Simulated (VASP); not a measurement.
The system is BeTe.

```xyz
2
Lattice="0.0000 2.7700 2.7700 2.7700 0.0000 2.7700 2.7700 2.7700 0.0000" Properties=species:S:1:pos:R:3 pbc="T T T"
Te    4.1550    4.1550    4.1550
Be    0.0000    0.0000    0.0000
```

Program: VASP 6.6.1. Alike in all runs: task band structure; potentials or basis VASP PAW PBE potentials, release 64 (Te, Be); no spin polarisation; cell as given; k mesh 6 × 6 × 6; cutoff (eV) 520; smearing gaussian 0.02 eV.

Task: Order these runs on this cell by their band gap on the k mesh, lowest first.
A. level r2SCAN-EpsX; exchange at q = 0 truncated; share of exact exchange 0.13
B. level HSE06; screening parameter 0.2 1/A
C. level PBE0; exchange at q = 0 truncated
D. level HSE03

Result: D (2.34 eV), B (2.52 eV), A (2.81 eV), C (3.16 eV).

Caveats: spin-orbit coupling is left out, which moves the levels of the heavy elements.

